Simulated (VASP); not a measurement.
Wanted: the native input for a VASP 6.6.1 run.

| Property | Result |
| --- | --- |
| Task | band structure |
| Functional | r2SCAN |
| Potentials or basis | VASP PAW PBE potentials, release 64 (Hg, Te) |
| Cutoff | 520 eV |
| k mesh | 10 × 10 × 10 |
| Occupations | gaussian, width 0.03 eV |
| Spin | no spin polarisation |
| Further INCAR settings | ALGO = Normal; EDIFF = 1e-07; NBANDS = 16 |

The structure of HgTe (Coloradoite) lies in POSCAR:

```
HgTe                                    
1.0
    0.0000000000      3.2580088205      3.2580088205
    3.2580088205      0.0000000000      3.2580088205
    3.2580088205      3.2580088205      0.0000000000
  Hg              Te            
     1     1
Direct
     0.0000000000000000    0.0000000000000000    0.0000000000000000
     0.2500000000000000    0.2500000000000000    0.2500000000000000
```

These files were run (other wordings do the same):

INCAR

```
SYSTEM = HgTe
  PREC = Accurate
  ENCUT = 520
  EDIFF = 1E-7
  ISMEAR = 0
  SIGMA = 0.03
  LREAL = .False.
  LASPH = .True.
  NELM = 80
  ALGO = Normal
  ISIF = 2
  LWAVE = .False.
  LCHARG = .False.
  METAGGA = R2SCAN
  LMIXTAU = .True.
  NBANDS = 16
```

KPOINTS

```
regular mesh
0
Gamma
  10 10 10
  0 0 0
```

KPOINTS_OPT

```
explicit points
202
Reciprocal
 0.0000000000  0.0000000000  0.0000000000 1
 0.0555555556  0.0000000000  0.0555555556 1
 0.1111111111  0.0000000000  0.1111111111 1
 0.1666666667  0.0000000000  0.1666666667 1
 0.2222222222  0.0000000000  0.2222222222 1
 0.2777777778  0.0000000000  0.2777777778 1
[... 194 lines left out ...]
 0.5126615400  0.0253230800  0.5126615400 1
 0.4873384600 -0.0253230800  0.4873384600 1
```

Potentials or basis: VASP PAW PBE potentials, release 64 (Hg, Te).

Command:

```sh
$ cat potpaw_PBE.64/Hg/POTCAR potpaw_PBE.64/Te/POTCAR > POTCAR
$ mpirun -np 1 vasp_std > vasp.out
```

It gave:

```
Pressure                : 1.2 GPa
Band gap along the path : none (metal or under the smearing width)
```

Caveat: the PAW data sets were made with another functional, which shifts forces and pressure a little; spin-orbit coupling is left out, which moves the levels of the heavy elements.

Wall time 6.3 min on 1 thread of Intel(R) Xeon(R) Platinum 8488C (Sapphire Rapids), on a shared host, peak memory 0.24 GiB.
